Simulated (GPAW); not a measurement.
A run of GPAW 26.7.0 is set up as follows.

The input run.py:

```python
from ase import Atoms
from ase.filters import FrechetCellFilter
from ase.io import write
from ase.optimize import BFGS
from ase.units import GPa
from gpaw import GPAW, PW, setup_paths

setup_paths.insert(0, '.')

atoms = Atoms(['Ga', 'P'],
              cell=[[0.0, 2.72525, 2.72525],
                    [2.72525, 0.0, 2.72525],
                    [2.72525, 2.72525, 0.0]],
              scaled_positions=[[0.0, 0.0, 0.0],
                                [0.75, 0.75, 0.75]],
              pbc=True)

calc = GPAW(mode=PW(600),
            xc='PBEsol',
            kpts={'size': (8, 8, 8), 'gamma': True},
            occupations={'name': 'fermi-dirac', 'width': 0.05},
            nbands=11,
            convergence={'density': 1e-05, 'forces': 0.0001},
            maxiter=150,
            txt='gpaw.txt')
atoms.calc = calc
opt = BFGS(FrechetCellFilter(atoms, scalar_pressure=30 * GPa), trajectory='relax.traj', logfile='-')
done = opt.run(fmax=0.02, steps=60)
calc.write('gs.gpw')
write('result.traj', atoms)
print('Converged:', done)
print('Cell:', atoms.cell.cellpar().round(4))
print('Volume:', round(atoms.get_volume(), 4))
print(atoms.get_scaled_positions().round(5))
```

Potentials or basis: PAW data sets generated in the run's folder for this functional, pw.

Run with:

```console
$ gpaw-setup -f PBEsol Ga P
$ OMP_NUM_THREADS=1 python run.py
```

Task: What does it give for the band gap on the k mesh?

Result: 1.05 eV, indirect (least direct gap 3.49 eV).

Task: What does it give for the relaxed volume?

Result: 16.64 Å³/atom.

Task: Predict the relaxed cell.

Result: a = 3.610 Å, b = 3.610 Å, c = 3.610 Å, α = 60.00°, β = 60.00°, γ = 60.00°.

Task: What does it give for the space group after relaxing (to 0.05 Å)?

Result: F-43m (No. 216).

Step by step:
```tsv
step	energy change (eV)	largest force (eV/Å)	pressure (GPa)	volume (Å³)
1	0.0000	0.0000	1.54	40.48
2	0.1046	0.0000	10.16	37.48
3	0.7474	0.0000	34.50	32.58
4	0.5953	0.0000	29.57	33.34
5	0.6080	0.0000	29.99	33.27
```

Caveat: the data sets keep Ga 3d, Li 1s and Be 1s frozen, and some such compounds lay over 1.5 % in volume off other programs; later steps reuse the first step's grids; the volume moved by over 15 % at a fixed basis, so the end points are rough. A k mesh can miss the band edges.
